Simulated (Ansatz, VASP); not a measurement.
AlN: VASP beside Ansatz

```
Al N
1.0
     0.00000    2.16607    2.27437
     2.16607    0.00000    2.27437
     2.16607    2.16607    0.00000
Al N
1 1
Direct
  0.00000 0.00000 0.00000
  0.75000 0.75000 0.75000
```

Alike in both runs: task single point; functional PBE; k mesh 10 × 10 × 10; occupations gaussian, width 0.05 eV; no spin polarisation.

|  | VASP | Ansatz |
| --- | --- | --- |
| version | VASP 6.6.1 | Ansatz 0.2.0 |
| potentials or method | VASP PAW PBE potentials, release 64 (Al, N) | scalar-relativistic, plane waves, PAW |
| plane-wave cutoff (eV) | 520 | 420 |
| valence electrons in the cell | 8 | 8 |

Ansatz gave:

| Property | Result |
| --- | --- |
| gap on the k mesh at the Fermi level (eV) | 3.16 |
| least direct gap on the mesh (eV) | 3.89 |
| pressure (GPa) | -0.2 |
| largest component of the traceless stress (GPa) | 5.01 |

Which values does VASP return?

gap on the k mesh at the Fermi level (eV): 3.15; least direct gap on the mesh (eV): 3.89; pressure (GPa): -0.4; largest component of the traceless stress (GPa): 5.04.

A k mesh can miss the band edges.
